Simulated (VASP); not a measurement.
# NaF (Villiaumite) (Fm-3m) in VASP: a series of runs, part 2 of 2

VASP 6.6.1. Earlier steps stand in the parts before.

## 3. Relaxation of the atoms, PBE+D3(BJ) (a relaxed cell with its volume scaled by 0.94)

Input file INCAR:

```
SYSTEM = NaF
PREC = Accurate ; ENCUT = 600
EDIFF = 1E-7 ; ISMEAR = 0
SIGMA = 0.03 ; LREAL = .FALSE.
LASPH = .TRUE. ; NELM = 80
ALGO = Normal ; ISIF = 2
LWAVE = .FALSE. ; LCHARG = .FALSE.
GGA = PE ; IVDW = 12
IBRION = 2 ; NSW = 40
EDIFFG = -0.01
```

Input file KPOINTS:

```
Automatic mesh
0
G
  10 10 10
  0 0 0
```

Input file POSCAR:

```
NaF                                     
1.0
    0.0000000000      2.2648328304      2.2648328304
    2.2648328304      0.0000000000      2.2648328304
    2.2648328304      2.2648328304      0.0000000000
  Na              F             
     1     1
Direct
     0.0000000000000000    0.0000000000000000    0.0000000000000000
     0.5000000000000000    0.5000000000000000    0.5000000000000000
```

Potentials or basis: VASP PAW PBE potentials, release 64 (Na_pv, F).

On the command line:

```
cat potpaw_PBE.64/Na_pv/POTCAR potpaw_PBE.64/F/POTCAR > POTCAR
mpirun -np 1 vasp_std > vasp.out
```

OUTCAR:

```text
SYSTEM = NaF
   PREC = Accurate
   ENCUT = 600
   EDIFF = 1E-7
   ISMEAR = 0
   LREAL = .FALSE.
   LASPH = .TRUE.
   NELM = 80
   ISIF = 2
   GGA = PE
   IVDW = 12
   IBRION = 2
   NSW = 40
   EDIFFG = -0.01
 IVDW          = 12

 ion  position               nearest neighbor table
   1  0.000  0.000  0.000-   2 2.26   2 2.26   2 2.26   2 2.26   2 2.26   2 2.26
   2  0.500  0.500  0.500-   1 2.26   1 2.26   1 2.26   1 2.26   1 2.26   1 2.26

  LATTYP: Found a face centered cubic cell.
 ALAT       =     4.5296656608

  Lattice vectors:

 A1 = (   0.0000000000,   2.2648328304,   2.2648328304)
 A2 = (   2.2648328304,   0.0000000000,   2.2648328304)
 A3 = (   2.2648328304,   2.2648328304,   0.0000000000)

Analysis of symmetry for initial positions (statically):
=====================================================================
 Subroutine PRICEL returns:
 Original cell was already a primitive cell.

 Routine SETGRP: Setting up the symmetry group for a
 face centered cubic supercell.

 Subroutine GETGRP returns: Found 48 space group operations
 (whereof 48 operations were pure point group operations)
 out of a pool of 48 trial point group operations.
[... 179 lines left out ...]
      5      -1.7722      2.00000
      6      -1.7722      2.00000
      7      -1.7722      2.00000
      8       4.9142      0.00000
      9      17.6959      0.00000
     10      17.6959      0.00000
     11      17.6959      0.00000
[... 309 lines left out ...]
 k-point    24 :       0.4000    0.3000    0.0000
  band No.  band energies     occupation
      1     -21.2421      2.00000
      2     -20.5800      2.00000
      3     -20.5696      2.00000
      4     -20.2031      2.00000
      5      -3.0520      2.00000
      6      -2.1895      2.00000
      7      -2.1281      2.00000
      8       9.3449      0.00000
      9      12.3718      0.00000
     10      15.6983      0.00000
     11      18.6591      0.00000

 [... further k-points ...]

------------------------ aborting loop because EDIFF is reached ----------------------------------------

 Edisp (eV)   -0.37265

 E8    (eV) :    -0.1609

  FORCE on cell =-STRESS in cart. coord.  units (eV):
  Direction    XX          YY          ZZ          XY          YZ          ZX
  --------------------------------------------------------------------------------------
  -------------------------------------------------------------------------------------
  Total       0.52169     0.52169     0.52169     0.00000    -0.00000     0.00000
  in kB      35.97379    35.97379    35.97379     0.00000    -0.00000     0.00000
  external pressure =       35.97 kB  Pullay stress =        0.00 kB

 VOLUME and BASIS-vectors are now :
 -----------------------------------------------------------------------------
  energy-cutoff  :      600.00
  volume of cell :       23.23
      direct lattice vectors                 reciprocal lattice vectors
     0.000000000  2.264832830  2.264832830    -0.220766846  0.220766846  0.220766846
     2.264832830  0.000000000  2.264832830     0.220766846 -0.220766846  0.220766846
     2.264832830  2.264832830  0.000000000     0.220766846  0.220766846 -0.220766846

 POSITION                                       TOTAL-FORCE (eV/Angst)
 -----------------------------------------------------------------------------------
      0.00000      0.00000      0.00000         0.000000     -0.000000     -0.000000
      2.26483      2.26483      2.26483         0.000000      0.000000      0.000000
 -----------------------------------------------------------------------------------
    total drift:                                0.000000      0.000000      0.000000

  FREE ENERGIE OF THE ION-ELECTRON SYSTEM (eV)
  ---------------------------------------------------
  free  energy   TOTEN  =        -8.8916087741 eV

  energy  without entropy=       -8.8916087741  energy(sigma->0) =       -8.89160877

 reached required accuracy - stopping structural energy minimisation
```

It took 8.3 s on 1 thread of Intel Xeon 6975P-C (Granite Rapids), shared host; peak memory 0.16 GiB.

Results:

* Free energy: -8.8916 eV
* Pressure after relaxing: 3.6 GPa
* Band gap on the k mesh: 6.69 eV, direct
* Dispersion energy per atom: -0.186 eV

Final structure:
```
Na F
1.0
     0.00000    2.26483    2.26483
     2.26483    0.00000    2.26483
     2.26483    2.26483    0.00000
Na F
1 1
Direct
  0.00000 0.00000 0.00000
  0.50000 0.50000 0.50000
```

Levels at points of the mesh, in eV from the valence-band top:
```
           k point  band 5  band 6  band 7  band 8  band 9  band 10
(0.00, 0.00, 0.00)    0.00    0.00    0.00    6.69   19.47    19.47
(0.50, 0.00, 0.00)   -1.74   -0.29   -0.29   11.22   13.06    20.87
(0.50, 0.50, 0.00)   -1.38   -0.44   -0.44   13.54   13.73    14.30
```

Caveat: the relaxation stopped at its first step, so nothing moved.

## 4. Relaxation of the atoms, PBE+D3(BJ) (a relaxed cell with its volume scaled by 0.96)

INCAR is that of step 3.

KPOINTS is that of step 3.

Input file POSCAR:

```
NaF                                     
1.0
    0.0000000000      2.2807828829      2.2807828829
    2.2807828829      0.0000000000      2.2807828829
    2.2807828829      2.2807828829      0.0000000000
  Na              F             
     1     1
Direct
     0.0000000000000000    0.0000000000000000    0.0000000000000000
     0.5000000000000000    0.5000000000000000    0.5000000000000000
```

Potentials or basis: VASP PAW PBE potentials, release 64 (Na_pv, F).

On the command line:

```
cat potpaw_PBE.64/Na_pv/POTCAR potpaw_PBE.64/F/POTCAR > POTCAR
mpirun -np 1 vasp_std > vasp.out
```

OUTCAR:

```text
SYSTEM = NaF
   PREC = Accurate
   ENCUT = 600
   EDIFF = 1E-7
   ISMEAR = 0
   LREAL = .FALSE.
   LASPH = .TRUE.
   NELM = 80
   ISIF = 2
   GGA = PE
   IVDW = 12
   IBRION = 2
   NSW = 40
   EDIFFG = -0.01
 IVDW          = 12

 ion  position               nearest neighbor table
   1  0.000  0.000  0.000-   2 2.28   2 2.28   2 2.28   2 2.28   2 2.28   2 2.28
   2  0.500  0.500  0.500-   1 2.28   1 2.28   1 2.28   1 2.28   1 2.28   1 2.28

  LATTYP: Found a face centered cubic cell.
 ALAT       =     4.5615657658

  Lattice vectors:

 A1 = (   0.0000000000,   2.2807828829,   2.2807828829)
 A2 = (   2.2807828829,   0.0000000000,   2.2807828829)
 A3 = (   2.2807828829,   2.2807828829,   0.0000000000)

Analysis of symmetry for initial positions (statically):
=====================================================================
 Subroutine PRICEL returns:
 Original cell was already a primitive cell.

 Routine SETGRP: Setting up the symmetry group for a
 face centered cubic supercell.

 Subroutine GETGRP returns: Found 48 space group operations
 (whereof 48 operations were pure point group operations)
 out of a pool of 48 trial point group operations.

The static configuration has the point symmetry O_h .

Analysis of symmetry for dynamics (positions and initial velocities):
=====================================================================
 Subroutine PRICEL returns:
 Original cell was already a primitive cell.

 Routine SETGRP: Setting up the symmetry group for a
 face centered cubic supercell.

 Subroutine GETGRP returns: Found 48 space group operations
 (whereof 48 operations were pure point group operations)
 out of a pool of 48 trial point group operations.

The dynamic configuration has the point symmetry O_h .

 Subroutine INISYM returns: Found 48 space group operations
 (whereof 48 operations are pure point group operations),
 and found     1 'primitive' translations

----------------------------------------------------------------------------------------

[... 124 lines left out ...]
 non-spin polarized calculation
 Gauss-broadening in eV      SIGMA  =   0.03
  energy-cutoff  :      600.00
  volume of cell :       23.73
 maximum number of plane-waves:       821
 NGX is ok and might be reduce to    28
   NGX = 13   NGY = 13   NGZ = 13

 number of electron      13.9999999 magnetization

 Free energy of the ion-electron system (eV)
  ---------------------------------------------------
  ext. energy  EPLUGINS =         0.00000000
  ---------------------------------------------------
  free energy    TOTEN  =        -8.53718098 eV

  energy without entropy =       -8.53718098  energy(sigma->0) =       -8.53718098

 E-fermi :  -1.7174     XC(G=0):  -9.3828

 val. band max:       -1.8734755210   @ k =   0.0000   0.0000   0.0000
 cond. band min:       4.6912415541   @ k =   0.0000   0.0000   0.0000
 fundamental gap:      6.5647170751
 Fermi energy:        -1.7173777945

 k-point     1 :       0.0000    0.0000    0.0000
  band No.  band energies     occupation
      1     -21.1298      2.00000
      2     -20.6797      2.00000
      3     -20.6797      2.00000
      4     -20.6797      2.00000
      5      -1.8735      2.00000
      6      -1.8735      2.00000
      7      -1.8735      2.00000
      8       4.6912      0.00000
      9      17.4443      0.00000
     10      17.4443      0.00000
     11      17.4443      0.00000
[... 309 lines left out ...]
 k-point    24 :       0.4000    0.3000    0.0000
  band No.  band energies     occupation
      1     -21.3271      2.00000
      2     -20.7359      2.00000
      3     -20.7264      2.00000
      4     -20.3457      2.00000
      5      -3.1189      2.00000
      6      -2.2791      2.00000
      7      -2.2195      2.00000
      8       9.0727      0.00000
      9      12.1826      0.00000
     10      15.3681      0.00000
     11      18.3037      0.00000

 [... further k-points ...]

------------------------ aborting loop because EDIFF is reached ----------------------------------------

 Edisp (eV)   -0.36460

 E8    (eV) :    -0.1574

  FORCE on cell =-STRESS in cart. coord.  units (eV):
  Direction    XX          YY          ZZ          XY          YZ          ZX
  --------------------------------------------------------------------------------------
  -------------------------------------------------------------------------------------
  Total       0.33023     0.33023     0.33023     0.00000     0.00000     0.00000
  in kB      22.29673    22.29673    22.29673     0.00000     0.00000     0.00000
  external pressure =       22.30 kB  Pullay stress =        0.00 kB

 VOLUME and BASIS-vectors are now :
 -----------------------------------------------------------------------------
  energy-cutoff  :      600.00
  volume of cell :       23.73
      direct lattice vectors                 reciprocal lattice vectors
     0.000000000  2.280782883  2.280782883    -0.219222971  0.219222971  0.219222971
     2.280782883  0.000000000  2.280782883     0.219222971 -0.219222971  0.219222971
     2.280782883  2.280782883  0.000000000     0.219222971  0.219222971 -0.219222971

 POSITION                                       TOTAL-FORCE (eV/Angst)
 -----------------------------------------------------------------------------------
      0.00000      0.00000      0.00000         0.000000      0.000000      0.000000
      2.28078      2.28078      2.28078        -0.000000     -0.000000     -0.000000
 -----------------------------------------------------------------------------------
    total drift:                                0.000000      0.000000      0.000000

  FREE ENERGIE OF THE ION-ELECTRON SYSTEM (eV)
  ---------------------------------------------------
  free  energy   TOTEN  =        -8.9017853311 eV

  energy  without entropy=       -8.9017853311  energy(sigma->0) =       -8.90178533

 reached required accuracy - stopping structural energy minimisation
```

OSZICAR:

```text
N       E                     dE             d eps       ncg     rms          rms(c)
DAV:   1     0.120421615950E+03    0.12042E+03   -0.90285E+03  1052   0.175E+03
DAV:   2    -0.232061320690E+01   -0.12274E+03   -0.11270E+03  1095   0.390E+02
DAV:   3    -0.934800007652E+01   -0.70274E+01   -0.70036E+01  1190   0.953E+01
DAV:   4    -0.942524125655E+01   -0.77241E-01   -0.77226E-01  1169   0.104E+01
DAV:   5    -0.942609775307E+01   -0.85650E-03   -0.85649E-03  1139   0.112E+00    0.542E+00
DAV:   6    -0.854516357103E+01    0.88093E+00   -0.37323E+00  1271   0.194E+01    0.181E+00
DAV:   7    -0.853536314752E+01    0.98004E-02   -0.31844E-02  1043   0.261E+00    0.104E+00
DAV:   8    -0.853647360275E+01   -0.11105E-02   -0.26925E-02  1043   0.401E+00    0.119E-01
DAV:   9    -0.853726556573E+01   -0.79196E-03   -0.38727E-03  1175   0.729E-01    0.836E-02
DAV:  10    -0.853718313185E+01    0.82434E-04   -0.54661E-04  1100   0.371E-01    0.131E-02
DAV:  11    -0.853718094492E+01    0.21869E-05   -0.16894E-05  1142   0.597E-02    0.207E-03
DAV:  12    -0.853718098299E+01   -0.38067E-07   -0.95010E-07  1070   0.130E-02
   1 F= -.89017853E+01 E0= -.89017853E+01  d E =-.890179E+01
```

CONTCAR:

```text
NaF
   1.00000000000000
     0.0000000000000000    2.2807828829000001    2.2807828829000001
     2.2807828829000001    0.0000000000000000    2.2807828829000001
     2.2807828829000001    2.2807828829000001    0.0000000000000000
  Na              F
     1     1
Direct
     0.0000000000000000    0.0000000000000000    0.0000000000000000
     0.5000000000000000    0.5000000000000000    0.5000000000000000

  0.00000000E+00  0.00000000E+00  0.00000000E+00
  0.00000000E+00  0.00000000E+00  0.00000000E+00
```

Run time: 10 s. Hardware: 1 thread of Intel Xeon 6975P-C (Granite Rapids), shared host; peak memory 0.16 GiB.

Results:

```yaml
Free_energy: -8.9018 eV
Pressure_after_relaxing: 2.2 GPa
Band_gap_on_the_k_mesh: 6.56 eV, direct
Dispersion_energy_per_atom: -0.182 eV
```

Final structure:
```
Na F
1.0
     0.00000    2.28078    2.28078
     2.28078    0.00000    2.28078
     2.28078    2.28078    0.00000
Na F
1 1
Cartesian
  0.0000 0.0000 0.0000
  2.2808 2.2808 2.2808
```

Levels at points of the mesh, in eV from the valence-band top:
```tsv
k point	band 4	band 5	band 6	band 7	band 8	band 9	band 10	band 11
(0.00, 0.00, 0.00)	-18.81	0.00	0.00	0.00	6.56	19.32	19.32	19.32
(0.50, 0.00, 0.00)	-18.05	-1.69	-0.28	-0.28	11.08	12.88	20.63	20.63
(0.50, 0.50, 0.00)	-18.87	-1.34	-0.43	-0.43	13.47	13.55	14.08	20.39
```

Caveat: the relaxation stopped at its first step, so nothing moved.

## 5. The runs side by side

| task | cell | gap on the mesh (eV) | pressure (GPa) |
| --- | --- | --- | --- |
| relaxation of cell and atoms | relaxed | 6.34 | -0.1 |
| relaxation of the atoms | atoms relaxed from: a relaxed cell with its volume scaled by 0.94 | 6.69 | 3.6 |
| relaxation of the atoms | atoms relaxed from: a relaxed cell with its volume scaled by 0.96 | 6.56 | 2.2 |

Alike in all rows: level PBE+D3(BJ); potentials or basis VASP PAW PBE potentials, release 64 (Na_pv, F); no spin polarisation; k mesh 10 × 10 × 10; cutoff (eV) 600; smearing gaussian 0.03 eV.

Caveats: the relaxation stopped at its first step, so nothing moved.

Absolute energies hang on the potentials; compare differences alone.
